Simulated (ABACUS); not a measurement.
A run of ABACUS 3.10.1 is set up as follows.

The input run_abacus.py:

```python
"""Relaxation by an ASE optimiser with ABACUS as a small file-based calculator."""
import re
import subprocess
import spglib
from ase import Atoms
import numpy as np
from ase.calculators.calculator import Calculator, all_changes
from ase.filters import FrechetCellFilter
from ase.io import read
from ase.optimize import BFGS
from ase.stress import full_3x3_to_voigt_6_stress
from ase.units import Bohr, GPa

atoms = read("Mo.cif")
cell, frac, numbers = spglib.standardize_cell((atoms.cell[:], atoms.get_scaled_positions(), atoms.numbers), to_primitive=True, symprec=1e-4)
atoms = Atoms(numbers=numbers, cell=cell, scaled_positions=frac, pbc=True)  # the primitive cell
atoms = atoms[(-atoms.numbers).argsort(kind="stable")]  # ABACUS lists atoms element by element
pseudo = {'Mo': 'Mo.upf'}
orbital = {}
magmoms = None
kmesh = [10, 10, 10]
params = {
    'suffix': 'Mo',
    'calculation': 'scf',
    'basis_type': 'pw',
    'pseudo_dir': './',
    'symmetry': 1,
    'dft_functional': 'wc',
    'ecutwfc': 81,
    'pseudo_rcut': 10,
    'nspin': 1,
    'nbands': 11,
    'ks_solver': 'dav',
    'smearing_method': 'fd',
    'smearing_sigma': 0.00367493,
    'scf_thr': 1e-08,
    'scf_nmax': 100,
    'mixing_type': 'broyden',
    'mixing_beta': 0.7,
    'cal_force': 1,
    'cal_stress': 1,
    'kpar': 4,
}

def write_input(atoms):
    symbols = atoms.get_chemical_symbols()
    elements = list(dict.fromkeys(symbols))
    lines = ["ATOMIC_SPECIES"] + [f"{e} {atoms.get_masses()[symbols.index(e)]:.4f} {pseudo[e]}" for e in elements]
    if orbital:
        lines += ["", "NUMERICAL_ORBITAL"] + [orbital[e] for e in elements]
    lines += ["", "LATTICE_CONSTANT", f"{1 / Bohr:.10f}", "", "LATTICE_VECTORS"]
    lines += [" ".join(f"{x:.10f}" for x in v) for v in atoms.cell]
    lines += ["", "ATOMIC_POSITIONS", "Direct"]
    for e in elements:
        lines += ["", e, "0.0", str(symbols.count(e))]
        for i, p in enumerate(atoms.get_scaled_positions(wrap=False)):
            if symbols[i] == e:
                mag = "" if magmoms is None else " mag " + " ".join(str(x) for x in (magmoms[i] if isinstance(magmoms[i], list) else [magmoms[i]]))
                lines.append(" ".join(f"{x:.10f}" for x in p) + " 1 1 1" + mag)
    open("STRU", "w").write("\n".join(lines) + "\n")
    open("KPT", "w").write("K_POINTS\n0\nGamma\n%d %d %d 0 0 0\n" % tuple(kmesh))
    open("INPUT", "w").write("INPUT_PARAMETERS\n" + "".join(f"{k:<20s}{v}\n" for k, v in params.items()))

class Abacus(Calculator):
    implemented_properties = ["energy", "free_energy", "forces", "stress"]

    def calculate(self, atoms=None, properties=("energy",), system_changes=all_changes):
        super().calculate(atoms, properties, system_changes)
        write_input(self.atoms)
        subprocess.run(['mpirun', '-np', '4', 'abacus'], check=True)
        log = open("OUT.Mo/running_scf.log").read()
        if "charge density convergence is achieved" not in log:
            raise RuntimeError("SCF not converged")
        rows = lambda title, n: np.array([l.split()[-3:] for l in log.split(title)[-1].split("\n")[2:2 + n]], float)
        energy = float(re.findall(r"FINAL_ETOT_IS (\S+)", log)[-1])
        stress = -rows("TOTAL-STRESS", 3) / 10 * GPa  # ABACUS prints kbar, compression positive
        self.results = dict(energy=energy, free_energy=energy, forces=rows("TOTAL-FORCE", len(self.atoms)), stress=full_3x3_to_voigt_6_stress(stress))

atoms.calc = Abacus()
opt = BFGS(FrechetCellFilter(atoms), logfile="opt.log", trajectory="relax.traj")
print("optimiser converged:", opt.run(fmax=0.01, steps=60))
```

File Mo.cif:

```cif
data_Mo
_cell_length_a 3.16761794
_cell_length_b 3.16761794
_cell_length_c 3.16761794
_cell_angle_alpha 90.00000000
_cell_angle_beta 90.00000000
_cell_angle_gamma 90.00000000
_space_group_name_H-M_alt 'Im-3m'
_space_group_name_Hall '-I 4 2 3'
_space_group_IT_number 229
loop_
_space_group_symop_operation_xyz
'x,y,z'
'-x,-y,-z'
'-y,x,z'
'y,-x,-z'
'-x,-y,z'
'x,y,-z'
'y,-x,z'
'-y,x,-z'
'x,-y,-z'
'-x,y,z'
'-y,-x,-z'
'y,x,z'
'-x,y,-z'
'x,-y,z'
'y,x,-z'
'-y,-x,z'
'z,x,y'
'-z,-x,-y'
'z,-y,x'
'-z,y,-x'
'z,-x,-y'
'-z,x,y'
'z,y,-x'
'-z,-y,x'
'-z,x,-y'
'z,-x,y'
'-z,-y,-x'
'z,y,x'
'-z,-x,y'
'z,x,-y'
'-z,y,x'
'z,-y,-x'
'y,z,x'
'-y,-z,-x'
'x,z,-y'
'-x,-z,y'
'-y,z,-x'
'y,-z,x'
'-x,z,y'
'x,-z,-y'
'-y,-z,x'
'y,z,-x'
'-x,-z,-y'
'x,z,y'
'y,-z,-x'
'-y,z,x'
'x,-z,y'
'-x,z,-y'
'x+1/2,y+1/2,z+1/2'
'-x+1/2,-y+1/2,-z+1/2'
'-y+1/2,x+1/2,z+1/2'
'y+1/2,-x+1/2,-z+1/2'
'-x+1/2,-y+1/2,z+1/2'
'x+1/2,y+1/2,-z+1/2'
'y+1/2,-x+1/2,z+1/2'
'-y+1/2,x+1/2,-z+1/2'
'x+1/2,-y+1/2,-z+1/2'
'-x+1/2,y+1/2,z+1/2'
'-y+1/2,-x+1/2,-z+1/2'
'y+1/2,x+1/2,z+1/2'
'-x+1/2,y+1/2,-z+1/2'
'x+1/2,-y+1/2,z+1/2'
'y+1/2,x+1/2,-z+1/2'
'-y+1/2,-x+1/2,z+1/2'
'z+1/2,x+1/2,y+1/2'
'-z+1/2,-x+1/2,-y+1/2'
'z+1/2,-y+1/2,x+1/2'
'-z+1/2,y+1/2,-x+1/2'
'z+1/2,-x+1/2,-y+1/2'
'-z+1/2,x+1/2,y+1/2'
'z+1/2,y+1/2,-x+1/2'
'-z+1/2,-y+1/2,x+1/2'
'-z+1/2,x+1/2,-y+1/2'
'z+1/2,-x+1/2,y+1/2'
'-z+1/2,-y+1/2,-x+1/2'
'z+1/2,y+1/2,x+1/2'
'-z+1/2,-x+1/2,y+1/2'
'z+1/2,x+1/2,-y+1/2'
'-z+1/2,y+1/2,x+1/2'
'z+1/2,-y+1/2,-x+1/2'
'y+1/2,z+1/2,x+1/2'
'-y+1/2,-z+1/2,-x+1/2'
'x+1/2,z+1/2,-y+1/2'
'-x+1/2,-z+1/2,y+1/2'
'-y+1/2,z+1/2,-x+1/2'
'y+1/2,-z+1/2,x+1/2'
'-x+1/2,z+1/2,y+1/2'
'x+1/2,-z+1/2,-y+1/2'
'-y+1/2,-z+1/2,x+1/2'
'y+1/2,z+1/2,-x+1/2'
'-x+1/2,-z+1/2,-y+1/2'
'x+1/2,z+1/2,y+1/2'
'y+1/2,-z+1/2,-x+1/2'
'-y+1/2,z+1/2,x+1/2'
'x+1/2,-z+1/2,y+1/2'
'-x+1/2,z+1/2,-y+1/2'
loop_
_atom_site_label
_atom_site_type_symbol
_atom_site_symmetry_multiplicity
_atom_site_Wyckoff_symbol
_atom_site_fract_x
_atom_site_fract_y
_atom_site_fract_z
_atom_site_occupancy
Mo1 Mo 2 a 0.0000000000 0.0000000000 0.0000000000 1
```

Potentials or basis: PseudoDojo NC SR 0.4 PBEsol stringent, plane waves.

Command:

```console
$ OMP_NUM_THREADS=1 python run_abacus.py > log
```

(1) What does it give for the band gap on the k mesh?

(2) Predict the relaxed volume.

(3) What does it give for the relaxed cell?

Answers

(1) none (metal or under the smearing width).

(2) 15.41 Å³/atom.

(3) a = 2.715 Å, b = 2.715 Å, c = 2.715 Å, α = 109.47°, β = 109.47°, γ = 109.47°.

Caveat: the potentials were made for another functional, which shifts forces and pressure.
